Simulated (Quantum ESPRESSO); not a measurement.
# BaTiO3 (P4mm) in Quantum ESPRESSO: further runs, part 2 of 2

Quantum ESPRESSO 7.5. Earlier steps stand in the parts before.

## 3. Band structure, revPBE

The input, pw.in:

```
&CONTROL
  calculation = 'scf'
  prefix = 'pwscf'
  outdir = './tmp'
  pseudo_dir = './pseudo'
  tprnfor = .true.
  tstress = .true.
  disk_io = 'low'
/
&SYSTEM
  ibrav = 0
  A = 3.9998
  nat = 5
  ntyp = 3
  ecutwfc = 84
  nbnd = 28
  input_dft = 'revpbe'
  occupations = 'smearing'
  smearing = 'fd'
  degauss = 0.00367493
/
&ELECTRONS
  conv_thr = 1d-09
  electron_maxstep = 120
  mixing_beta = 0.5
/
ATOMIC_SPECIES
Ba   137.3270 Ba.upf
Ti    47.8670 Ti.upf
O     15.9990 O.upf
CELL_PARAMETERS alat
   1.0000000000    0.0000000000    0.0000000000
   0.0000000000    1.0000000000    0.0000000000
   0.0000000000    0.0000000000    1.0045502275
ATOMIC_POSITIONS alat
Ba     0.0000000000    0.0000000000    0.0000000000
Ti     0.5000000000    0.5000000000    0.4922296115
O      0.0000000000    0.5000000000    0.5193524676
O      0.5000000000    0.0000000000    0.5193524676
O      0.5000000000    0.5000000000    0.0190864543
K_POINTS automatic
7 7 7 0 0 0
```

The input, bands.in:

```
&CONTROL
  calculation = 'bands'
  prefix = 'pwscf'
  outdir = './tmp'
  pseudo_dir = './pseudo'
  disk_io = 'low'
  verbosity = 'high'
/
&SYSTEM
  ibrav = 0
  A = 3.9998
  nat = 5
  ntyp = 3
  ecutwfc = 84
  nbnd = 28
  input_dft = 'revpbe'
  occupations = 'smearing'
  smearing = 'fd'
  degauss = 0.00367493
/
&ELECTRONS
  conv_thr = 1d-08
  electron_maxstep = 120
  mixing_beta = 0.5
  diago_full_acc = .true.
/
ATOMIC_SPECIES
Ba   137.3270 Ba.upf
Ti    47.8670 Ti.upf
O     15.9990 O.upf
CELL_PARAMETERS alat
   1.0000000000    0.0000000000    0.0000000000
   0.0000000000    1.0000000000    0.0000000000
   0.0000000000    0.0000000000    1.0045502275
ATOMIC_POSITIONS alat
Ba     0.0000000000    0.0000000000    0.0000000000
Ti     0.5000000000    0.5000000000    0.4922296115
O      0.0000000000    0.5000000000    0.5193524676
O      0.5000000000    0.0000000000    0.5193524676
O      0.5000000000    0.5000000000    0.0190864543
K_POINTS crystal
60
 0.0000000000  0.0000000000  0.0000000000 1
 0.0000000000  0.1000000000  0.0000000000 1
 0.0000000000  0.2000000000  0.0000000000 1
 0.0000000000  0.3000000000  0.0000000000 1
 0.0000000000  0.4000000000  0.0000000000 1
 0.0000000000  0.5000000000  0.0000000000 1
 0.1000000000  0.5000000000  0.0000000000 1
 0.2000000000  0.5000000000  0.0000000000 1
 0.3000000000  0.5000000000  0.0000000000 1
 0.4000000000  0.5000000000  0.0000000000 1
 0.5000000000  0.5000000000  0.0000000000 1
 0.4375000000  0.4375000000  0.0000000000 1
 0.3750000000  0.3750000000  0.0000000000 1
 0.3125000000  0.3125000000  0.0000000000 1
 0.2500000000  0.2500000000  0.0000000000 1
 0.1875000000  0.1875000000  0.0000000000 1
 0.1250000000  0.1250000000  0.0000000000 1
 0.0625000000  0.0625000000  0.0000000000 1
 0.0000000000  0.0000000000  0.0000000000 1
 0.0000000000  0.0000000000  0.0833333333 1
 0.0000000000  0.0000000000  0.1666666667 1
 0.0000000000  0.0000000000  0.2500000000 1
 0.0000000000  0.0000000000  0.3333333333 1
 0.0000000000  0.0000000000  0.4166666667 1
 0.0000000000  0.0000000000  0.5000000000 1
 0.0000000000  0.0833333333  0.5000000000 1
 0.0000000000  0.1666666667  0.5000000000 1
 0.0000000000  0.2500000000  0.5000000000 1
 0.0000000000  0.3333333333  0.5000000000 1
 0.0000000000  0.4166666667  0.5000000000 1
 0.0000000000  0.5000000000  0.5000000000 1
 0.0833333333  0.5000000000  0.5000000000 1
 0.1666666667  0.5000000000  0.5000000000 1
 0.2500000000  0.5000000000  0.5000000000 1
 0.3333333333  0.5000000000  0.5000000000 1
 0.4166666667  0.5000000000  0.5000000000 1
 0.5000000000  0.5000000000  0.5000000000 1
 0.4444444444  0.4444444444  0.5000000000 1
 0.3888888889  0.3888888889  0.5000000000 1
 0.3333333333  0.3333333333  0.5000000000 1
 0.2777777778  0.2777777778  0.5000000000 1
 0.2222222222  0.2222222222  0.5000000000 1
 0.1666666667  0.1666666667  0.5000000000 1
 0.1111111111  0.1111111111  0.5000000000 1
 0.0555555556  0.0555555556  0.5000000000 1
 0.0000000000  0.0000000000  0.5000000000 1
 0.0000000000  0.5000000000  0.0000000000 1
 0.0000000000  0.5000000000  0.0833333333 1
 0.0000000000  0.5000000000  0.1666666667 1
 0.0000000000  0.5000000000  0.2500000000 1
 0.0000000000  0.5000000000  0.3333333333 1
 0.0000000000  0.5000000000  0.4166666667 1
 0.0000000000  0.5000000000  0.5000000000 1
 0.5000000000  0.5000000000  0.0000000000 1
 0.5000000000  0.5000000000  0.0833333333 1
 0.5000000000  0.5000000000  0.1666666667 1
 0.5000000000  0.5000000000  0.2500000000 1
 0.5000000000  0.5000000000  0.3333333333 1
 0.5000000000  0.5000000000  0.4166666667 1
 0.5000000000  0.5000000000  0.5000000000 1
```

Potentials or basis: PseudoDojo 0.4.1 SR PBE standard.

Launch:

```
> OMP_NUM_THREADS=1 pw.x -in pw.in > pw.out
> OMP_NUM_THREADS=1 pw.x -in bands.in > bands.out
```

Wall time 3.2 min (1 thread of Arm Neoverse V1, shared host); peak memory 0.2 GiB.

The run converged. Its results:

* Free energy: -3739.9083 eV
* Pressure: 5.4 GPa
* Largest force: 0.331 eV/Å
* Band gap on the k mesh: 1.94 eV, indirect (least direct gap 2.13 eV)
* Band gap along the path: 1.85 eV, indirect (least direct gap 2.13 eV)

Forces on the atoms (eV/Å):
```
Ba   0.000  0.000  0.060
Ti   0.000  0.000 -0.160
O    0.000  0.000 -0.115
O    0.000  0.000 -0.115
O    0.000  0.000  0.331
```

Stress tensor (GPa, compression positive):
```
5.16 0.00 0.00
0.00 5.16 0.00
0.00 0.00 6.01
```

Levels at the corners of the path, in eV from the valence-band top:
```
point  band 17  band 18  band 19  band 20  band 21  band 22  band 23  band 24
    Γ    -1.13    -0.30    -0.28    -0.28     1.85     2.06     2.06     4.02
    X    -1.81    -1.70    -0.93    -0.83     2.18     3.53     3.56     4.08
    M    -1.75    -0.96    -0.96    -0.07     3.58     3.58     3.98     4.75
    Γ    -1.13    -0.30    -0.28    -0.28     1.85     2.06     2.06     4.02
    Z    -1.90    -1.89    -0.69    -0.69     1.99     3.59     3.59     4.02
    R    -1.71    -0.89    -0.87    -0.15     3.55     3.60     3.97     4.86
    A    -2.39    -0.08    -0.08     0.00     4.20     4.20     4.20     6.64
    Z    -1.90    -1.89    -0.69    -0.69     1.99     3.59     3.59     4.02
    X    -1.81    -1.70    -0.93    -0.83     2.18     3.53     3.56     4.08
    R    -1.71    -0.89    -0.87    -0.15     3.55     3.60     3.97     4.86
    M    -1.75    -0.96    -0.96    -0.07     3.58     3.58     3.98     4.75
    A    -2.39    -0.08    -0.08     0.00     4.20     4.20     4.20     6.64
```

Caveat: the potentials were made for another functional, which shifts forces and pressure; this release of the barium file is off; spin-orbit coupling is left out, which moves the levels of the heavy elements; the mesh misses the band edges, which the band path finds closer together.

## 4. Band structure, LDA

Changes to pw.in since step 3:

```diff
@@ -14,5 +14,5 @@
   ntyp = 3
-  ecutwfc = 84
+  ecutwfc = 45
+  ecutrho = 360
   nbnd = 28
-  input_dft = 'revpbe'
   occupations = 'smearing'
@@ -27,5 +27,5 @@
 ATOMIC_SPECIES
-Ba   137.3270 Ba.upf
-Ti    47.8670 Ti.upf
-O     15.9990 O.upf
+Ba   137.3270 ba_lda_v1.uspp.F.UPF
+Ti    47.8670 ti_lda_v1.4.uspp.F.UPF
+O     15.9990 o_lda_v1.2.uspp.F.UPF
 CELL_PARAMETERS alat
```

Changes to bands.in since step 3:

```diff
@@ -13,5 +13,5 @@
   ntyp = 3
-  ecutwfc = 84
+  ecutwfc = 45
+  ecutrho = 360
   nbnd = 28
-  input_dft = 'revpbe'
   occupations = 'smearing'
@@ -27,5 +27,5 @@
 ATOMIC_SPECIES
-Ba   137.3270 Ba.upf
-Ti    47.8670 Ti.upf
-O     15.9990 O.upf
+Ba   137.3270 ba_lda_v1.uspp.F.UPF
+Ti    47.8670 ti_lda_v1.4.uspp.F.UPF
+O     15.9990 o_lda_v1.2.uspp.F.UPF
 CELL_PARAMETERS alat
```

Potentials or basis: GBRV 1.5 LDA.

Launch:

```
> OMP_NUM_THREADS=1 pw.x -in pw.in > pw.out
> OMP_NUM_THREADS=1 pw.x -in bands.in > bands.out
```

pw.out:

```text
This program is part of the open-source Quantum ESPRESSO suite
     for quantum simulation of materials; please cite
[... 6 lines left out ...]
     using ibrav=0 with symmetry is DISCOURAGED, use correct ibrav instead

     G-vector sticks info
     --------------------
     sticks:   dense  smooth     PW     G-vecs:    dense   smooth      PW
     Sum        1633     821    241                50061    17677    2913

     Using Slab Decomposition

     bravais-lattice index     =            0
     lattice parameter (alat)  =       7.5585  a.u.
     unit-cell volume          =     433.7935 (a.u.)^3
     number of atoms/cell      =            5
     number of atomic types    =            3
     number of electrons       =        40.00
     number of Kohn-Sham states=           28
     kinetic-energy cutoff     =      45.0000  Ry
     charge density cutoff     =     360.0000  Ry
     scf convergence threshold =      1.0E-09
     mixing beta               =       0.5000
     number of iterations used =            8  plain     mixing
     Exchange-correlation= SLA  PZ   NOGX NOGC
                           (   1   1   0   0   0   0   0)

     celldm(1)=   7.558527  celldm(2)=   0.000000  celldm(3)=   0.000000
     celldm(4)=   0.000000  celldm(5)=   0.000000  celldm(6)=   0.000000

     crystal axes: (cart. coord. in units of alat)
               a(1) = (   1.000000   0.000000   0.000000 )
               a(2) = (   0.000000   1.000000   0.000000 )
               a(3) = (   0.000000   0.000000   1.004550 )

     reciprocal axes: (cart. coord. in units 2 pi/alat)
               b(1) = (  1.000000  0.000000  0.000000 )
               b(2) = (  0.000000  1.000000  0.000000 )
               b(3) = (  0.000000  0.000000  0.995470 )

[... 207 lines left out ...]
     iteration # 11     ecut=    45.00 Ry     beta= 0.50
     Davidson diagonalization with overlap
     ethr =  2.75E-12,  avg # of iterations =  2.5

     negative rho (up, down):  9.003E-02 0.000E+00

     End of self-consistent calculation

          k = 0.0000 0.0000 0.0000 (  2205 PWs)   bands (ev):

   -45.8904 -22.4682 -22.4375 -22.4375 -14.6305  -6.5574  -5.8690  -5.8129
     0.2050   0.2050   0.2067   7.6853   7.6958   7.6958   8.7544   8.7544
     8.8454   9.7348   9.7418   9.7418  11.7448  11.9645  11.9645  14.0730
    14.1590  14.9447  15.0127  17.1807
[... 269 lines left out ...]
   -45.8883 -22.5096 -22.4811 -22.4810 -14.3726  -5.7358  -5.6352  -5.6007
    -0.4790  -0.4695  -0.3505   5.6038   6.2532   6.2767   7.4000   7.5822
     7.5994   9.7883   9.8176   9.9125  14.0864  14.0956  14.1047  16.7217
    16.9466  17.0723  17.6025  17.8016

     the Fermi energy is    10.8894 ev

!    total energy              =    -287.20476142 Ry
     estimated scf accuracy    <          2.9E-10 Ry
     smearing contrib. (-TS)   =      -0.00000000 Ry
     internal energy E=F+TS    =    -287.20476142 Ry

     The total energy is F=E-TS. E is the sum of the following terms:
     one-electron contribution =     -72.72722688 Ry
     hartree contribution      =      59.85919026 Ry
     xc contribution           =     -67.33676434 Ry
     ewald contribution        =    -206.99996046 Ry

     convergence has been achieved in  11 iterations

     negative rho (up, down):  9.003E-02 0.000E+00

     Forces acting on atoms (cartesian axes, Ry/au):

     atom    1 type  1   force =     0.00000000    0.00000000    0.00108578
     atom    2 type  2   force =     0.00000000    0.00000000   -0.00708251
     atom    3 type  3   force =     0.00000000    0.00000000   -0.00465210
     atom    4 type  3   force =     0.00000000    0.00000000   -0.00465210
     atom    5 type  3   force =     0.00000000    0.00000000    0.01530092

     Total force =     0.018131     Total SCF correction =     0.000004

     Computing stress (Cartesian axis) and pressure

     negative rho (up, down):  9.003E-02 0.000E+00
          total   stress  (Ry/bohr**3)                   (kbar)     P=      -73.44
  -0.00052008   0.00000000   0.00000000          -76.51        0.00        0.00
   0.00000000  -0.00052008   0.00000000            0.00      -76.51        0.00
   0.00000000   0.00000000  -0.00045750            0.00        0.00      -67.30

=------------------------------------------------------------------------------=
   JOB DONE.
=------------------------------------------------------------------------------=
```

Run time: 1.8 min. Hardware: 1 thread of Arm Neoverse V1, shared host; peak memory 0.39 GiB.

What came out:

```yaml
Free_energy: -3907.6198 eV
Pressure: -7.3 GPa
Largest_force: 0.393 eV/Å
Band_gap_on_the_k_mesh: 1.83 eV, indirect (least direct gap 2.00 eV)
Band_gap_along_the_path: 1.74 eV, indirect (least direct gap 2.00 eV)
```

Forces on the atoms (eV/Å):
```
Ba   0.000  0.000  0.028
Ti   0.000  0.000 -0.182
O    0.000  0.000 -0.120
O    0.000  0.000 -0.120
O    0.000  0.000  0.393
```

Stress tensor (GPa, compression positive):
```
-7.65  0.00  0.00
 0.00 -7.65  0.00
 0.00  0.00 -6.73
```

Levels at the corners of the path, in eV from the valence-band top:
| point | band 16 | band 17 | band 18 | band 19 | band 20 | band 21 | band 22 | band 23 | band 24 | band 25 |
| --- | --- | --- | --- | --- | --- | --- | --- | --- | --- | --- |
| Γ | -1.25 | -1.16 | -0.27 | -0.27 | -0.27 | 1.74 | 1.96 | 1.96 | 4.06 | 4.15 |
| X | -1.96 | -1.85 | -1.74 | -0.93 | -0.82 | 2.08 | 3.49 | 3.53 | 4.12 | 5.93 |
| M | -2.74 | -1.76 | -0.95 | -0.95 | -0.06 | 3.55 | 3.55 | 3.94 | 4.77 | 7.70 |
| Γ | -1.25 | -1.16 | -0.27 | -0.27 | -0.27 | 1.74 | 1.96 | 1.96 | 4.06 | 4.15 |
| Z | -1.96 | -1.95 | -1.95 | -0.69 | -0.69 | 1.88 | 3.56 | 3.56 | 4.07 | 6.07 |
| R | -2.70 | -1.72 | -0.88 | -0.87 | -0.14 | 3.53 | 3.58 | 3.93 | 4.90 | 7.66 |
| A | -2.41 | -2.39 | -0.08 | -0.08 | 0.00 | 4.18 | 4.18 | 4.18 | 6.57 | 6.73 |
| Z | -1.96 | -1.95 | -1.95 | -0.69 | -0.69 | 1.88 | 3.56 | 3.56 | 4.07 | 6.07 |
| X | -1.96 | -1.85 | -1.74 | -0.93 | -0.82 | 2.08 | 3.49 | 3.53 | 4.12 | 5.93 |
| R | -2.70 | -1.72 | -0.88 | -0.87 | -0.14 | 3.53 | 3.58 | 3.93 | 4.90 | 7.66 |
| M | -2.74 | -1.76 | -0.95 | -0.95 | -0.06 | 3.55 | 3.55 | 3.94 | 4.77 | 7.70 |
| A | -2.41 | -2.39 | -0.08 | -0.08 | 0.00 | 4.18 | 4.18 | 4.18 | 6.57 | 6.73 |

Caveat: spin-orbit coupling is left out, which moves the levels of the heavy elements; the mesh misses the band edges, which the band path finds closer together.

## 5. Overview

| level | potentials or basis | cutoff (eV) | form of the LDA correlation | gap on the mesh (eV) | pressure (GPa) | largest force (eV/Å) |
| --- | --- | --- | --- | --- | --- | --- |
| RPBE | PseudoDojo 0.4.1 SR PBE standard | 1143 | - | 1.95 | 6.5 | 0.33 |
| revPBE | PseudoDojo 0.4.1 SR PBE standard | 1143 | - | 1.94 | 5.4 | 0.33 |
| LDA | GBRV 1.5 LDA | 612 | PZ81 | 1.83 | -7.3 | 0.39 |

Alike in all rows: task band structure; no spin polarisation; cell as given; k mesh 7 × 7 × 7; smearing fermi-dirac 0.05 eV.

Caveats: spin-orbit coupling is left out, which moves the levels of the heavy elements; the mesh misses the band edges, which the band path finds closer together; the potentials were made for another functional, which shifts forces and pressure (some runs); this release of the barium file is off (some runs).

Total energies depend on the potentials used, so only differences within one code and one set of settings carry meaning.
